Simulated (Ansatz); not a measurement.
## Ir in Ansatz: the effect of functional

The system is Ir.

```
Ir
1.0
     0.00000    1.87650    1.87650
     1.87650    0.00000    1.87650
     1.87650    1.87650    0.00000
Ir
1
Cartesian
  0.0000 0.0000 0.0000
```

The cell isn't the ideal one: volume scaled by 0.94.

Alike in all runs:

```yaml
Program: Ansatz 0.2.0
Task: single point
Potentials_or_basis: Ansatz PAW
k_mesh: 12 × 12 × 12
Occupations: fermi-dirac, width 0.05 eV
Spin: no spin polarisation
```

```csv
functional,cutoff,pressure (GPa)
LDA,420 eV (not typed: the program's choice for these potentials),20.5
r2SCAN,500 eV (not typed: the program's choice for these potentials),?
PBE,420 eV (not typed: the program's choice for these potentials),40.3
```

Q: What does the run with functional r2SCAN give?

A: Pressure 32.1 GPa.

Caveats: the PAW data sets come from PBE, with cores solved anew for the run's functional, which leaves a small shift of forces and pressure (some runs).
